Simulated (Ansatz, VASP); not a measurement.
# ZnS in two plane-wave programs, part 3 of 3

Aim: how closely do two programs agree when they are given the same cell, functional and k mesh? The cell is taken from a series of runs on this material, whose earlier steps may have relaxed, scaled, displaced or heated it; both programs get it as it stands.

VASP 6.6.1 and Ansatz 0.2.0.

So far: Starting point; Ansatz: zone-centre phonons, LDA; VASP: zone-centre phonons, LDA.

## 3. VASP: zone-centre phonons, LDA (continued)

Level of this step: LDA; plane waves and PAW (S, Zn) (VASP).

Numbers of over 12 decimals in the logs are rounded to 6 here.

Parts of OUTCAR (step 3):

```text
ion  position               nearest neighbor table
   1  0.000  0.000  0.000-   2 2.30   2 2.30   2 2.30   2 2.30
   2  0.750  0.750  0.750-   1 2.30   1 2.30   1 2.30   1 2.30

  LATTYP: Found a body centered tetragonal cell.
 ALAT       =     3.7172439666
 C/A-ratio  =     1.4534020115

 Subroutine GETGRP returns: Found  8 space group operations
 (whereof  8 operations were pure point group operations)

The static configuration has the point symmetry D_2d.

 Found    163 irreducible k-points:

   k-points           NKPTS =    163   k-points in BZ     NKDIM =    163   number of bands    NBANDS=     15

   dimension x,y,z NGX =    28 NGY =   28 NGZ =   28
   dimension x,y,z NGXF=    56 NGYF=   56 NGZF=   56

   ENCUT  =  500.0 eV  36.75 Ry    6.06 a.u.   6.87  6.87  6.78*2*pi/ulx,y,z

   NELECT =      18.0000    total number of electrons

 k-points in reciprocal lattice and weights: Automatic mesh
   0.00000000  0.00000000  0.00000000       0.001
   0.08333333 -0.00000000  0.00000000       0.005
   0.16666667 -0.00000000  0.00000000       0.005
   0.25000000  0.00000000  0.00000000       0.005
   0.33333333  0.00000000  0.00000000       0.005
   0.41666667  0.00000000  0.00000000       0.005
   0.50000000  0.00000000  0.00000000       0.002
   0.08333333  0.08333333  0.00000000       0.001
   0.16666667  0.08333333  0.00000000       0.005
[...]
-0.33333333  0.16666667  0.50000000       0.002
  -0.25000000  0.25000000  0.50000000       0.001

 average (electrostatic) potential at core
       1 -88.7918       2 -37.0807

  Total        0.0592453      0.0592453     -0.2437142      0.0000000      0.0000000     -0.0000000
  in kB        2.5429964      2.5429964    -10.4609831      0.0000000      0.0000000     -0.0000000
  external PRESSURE =      -1.7916634 kB  Pullay stress =       0.0000000 kB

  energy-cutoff  :      500.00
  volume of cell :       37.33
      direct lattice vectors                 reciprocal lattice vectors
     0.000000000  2.628488416  2.701324929    -0.190223399  0.190223399  0.185094357
     2.628488416  0.000000000  2.701324929     0.190223399 -0.190223399  0.185094357
     2.628488416  2.628488416  0.000000000     0.190223399  0.190223399 -0.185094357

 POSITION                                       TOTAL-FORCE (eV/Angst)
 -----------------------------------------------------------------------------------
      0.00000      0.00000      0.00000         0.000000      0.000000      0.000000
      3.94273      3.94273      4.05199        -0.000000     -0.000000     -0.000000
 -----------------------------------------------------------------------------------
    total drift:                                0.000001      0.000001      0.000001

 MACROSCOPIC STATIC DIELECTRIC TENSOR (including local field effects in DFT)
 ------------------------------------------------------
           6.098041     0.000000     0.000000
           0.000000     6.098041     0.000000
           0.000000     0.000000     6.210295
 ------------------------------------------------------

 PIEZOELECTRIC TENSOR (including local field effects)  for field in x, y, z        (C/m^2)
          XX          YY          ZZ          XY          YZ          ZX
  --------------------------------------------------------------------------------
  x     0.00000     0.00000     0.00000     0.00000    -0.67046     0.00000
  y     0.00000     0.00000     0.00000     0.00000     0.00000    -0.67046
  z     0.00000     0.00000     0.00000    -0.64518     0.00000     0.00000

 BORN EFFECTIVE CHARGES (including local field effects) (in |e|, cummulative output)
 ---------------------------------------------------------------------------------
 ion    1
    1    -1.89506     0.00000     0.00000
    2     0.00000    -1.89506     0.00000
    3     0.00000     0.00000    -1.96451
 ion    2
    1     1.89506     0.00000     0.00000
    2     0.00000     1.89506     0.00000
    3     0.00000     0.00000     1.96451

 Eigenvectors and eigenvalues of the dynamical matrix
 ----------------------------------------------------

   1 f  =    8.764812 THz    55.070938 2PiTHz  292.362660 cm-1    36.248334 meV
             X         Y         Z           dx          dy          dz
      0.000000  0.000000  0.000000     0.000000   -0.000000   -0.819190
      3.942733  3.942733  4.051987     0.000000    0.000000    0.573522

   2 f  =    8.657228 THz    54.394968 2PiTHz  288.774042 cm-1    35.803402 meV
             X         Y         Z           dx          dy          dz
      0.000000  0.000000  0.000000    -0.818034    0.000000    0.000000
      3.942733  3.942733  4.051987     0.575170    0.000000    0.000000

   3 f  =    8.657228 THz    54.394968 2PiTHz  288.774042 cm-1    35.803402 meV
             X         Y         Z           dx          dy          dz
      0.000000  0.000000  0.000000     0.000000    0.818034   -0.000000
      3.942733  3.942733  4.051987     0.000000   -0.575170    0.000000

   4 f/i=    0.000962 THz     0.006042 2PiTHz    0.032074 cm-1     0.003977 meV
             X         Y         Z           dx          dy          dz
      0.000000  0.000000  0.000000     0.000000   -0.000000    0.573522
      3.942733  3.942733  4.051987     0.000000   -0.000000    0.819190

   5 f/i=    0.016478 THz     0.103535 2PiTHz    0.549652 cm-1     0.068148 meV
             X         Y         Z           dx          dy          dz
      0.000000  0.000000  0.000000     0.000000   -0.575170   -0.000000
      3.942733  3.942733  4.051987     0.000000   -0.818034   -0.000000

   6 f/i=    0.016478 THz     0.103535 2PiTHz    0.549652 cm-1     0.068148 meV
             X         Y         Z           dx          dy          dz
      0.000000  0.000000  0.000000    -0.575170    0.000000    0.000000
      3.942733  3.942733  4.051987    -0.818034    0.000000    0.000000

 MACROSCOPIC STATIC DIELECTRIC TENSOR IONIC CONTRIBUTION
 ------------------------------------------------------
           2.635024     0.000000     0.000000
           0.000000     2.635024     0.000000
           0.000000     0.000000     2.766689
 ------------------------------------------------------

 ELASTIC MODULI CONTR FROM IONIC RELAXATION (kBar)
 Direction    XX          YY          ZZ          XY          YZ          ZX
 --------------------------------------------------------------------------------
 XX           0.0000      0.0000      0.0000      0.0000      0.0000      0.0000
 YY           0.0000      0.0000      0.0000      0.0000      0.0000      0.0000
 ZZ           0.0000      0.0000      0.0000      0.0000      0.0000      0.0000
 XY           0.0000      0.0000      0.0000   -275.0765      0.0000      0.0000
 YZ           0.0000      0.0000      0.0000      0.0000   -266.9449      0.0000
 ZX           0.0000      0.0000      0.0000      0.0000      0.0000   -250.2421
 --------------------------------------------------------------------------------

 PIEZOELECTRIC TENSOR IONIC CONTR  for field in x, y, z        (C/m^2)
          XX          YY          ZZ          XY          YZ          ZX
  --------------------------------------------------------------------------------
  x     0.00000     0.00000     0.00000     0.00000     0.78918     0.00000
  y     0.00000     0.00000     0.00000     0.00000     0.00000     0.76409
  z     0.00000     0.00000     0.00000     0.82088     0.00000     0.00000
```

The gap is read on the k-mesh alone, so it is an upper bound where the band edges lie off the mesh. Energies printed during the response cycles are not total energies of the cell. The dielectric response converges more slowly with the mesh than energies do, so tensor and charges may still move on a finer one.

## 4. Comparison

Known differences besides the potentials themselves: the two LDA forms differ slightly; fixed occupations in Ansatz, narrow Gaussian smearing in VASP; VASP's response is taken on the typed mesh, Ansatz refines its own for the field response alone; the cutoff is 420 eV in Ansatz and 500 eV in VASP; VASP's log shows a relativistic correction to its local exchange, Ansatz's none. Total energies have different zeros and are not compared.

The two programs side by side:

| quantity | Ansatz | VASP | difference |
| --- | --- | --- | --- |
| ε∞ xx | 6.14 | 6.10 | +0.76 % |
| ε∞ yy | 6.14 | 6.10 | +0.76 % |
| ε∞ zz | 6.26 | 6.21 | +0.82 % |
| Born charge of S1 (mean of the diagonal) (e) | -1.91 | -1.92 | +0.01 |
| Born charge of Zn2 (mean of the diagonal) (e) | 1.91 | 1.92 | -0.01 |
| optical mode 1 to 2 (cm⁻¹) | 286.7 | 288.8 | -0.72 % |
| optical mode 3 (cm⁻¹) | 290.7 | 292.4 | -0.56 % |

Modes are paired by rising frequency, not by their patterns, so a pair may set unlike modes beside each other; they are those without the splitting of longitudinal modes.

## 5. What came out

| Item | Value |
| --- | --- |
| r.m.s. difference of the optical zone-centre modes, each program's sorted by frequency (zone-centre phonons, LDA) | 1.9 cm⁻¹ |
| difference in ε∞ zz (zone-centre phonons, LDA) | +0.8 % |

In words: The r.m.s. difference of the optical zone-centre modes, each program's sorted by frequency is 1.9 cm⁻¹ (zone-centre phonons, LDA). Among the rows given in per cent, the largest difference of the zone-centre phonons, LDA pair is in ε∞ zz, +0.8 %. Such differences can come from data sets, numerical settings and the points named under the comparisons, not from the functional's error against experiment.

[Lines on the potential files, build, host, timing and source positions are cut from VASP's logs without a mark.]

[Logs are printed without paths, hosts, clocks, repeated set-up lines and the standing remarks that a program may print on its own settings, such as how far it seeks lower states.]

[Hosts, paths, dates, database ids (printed as entryN), source tags and the programs' standing remarks are cut or masked in the printed files.]
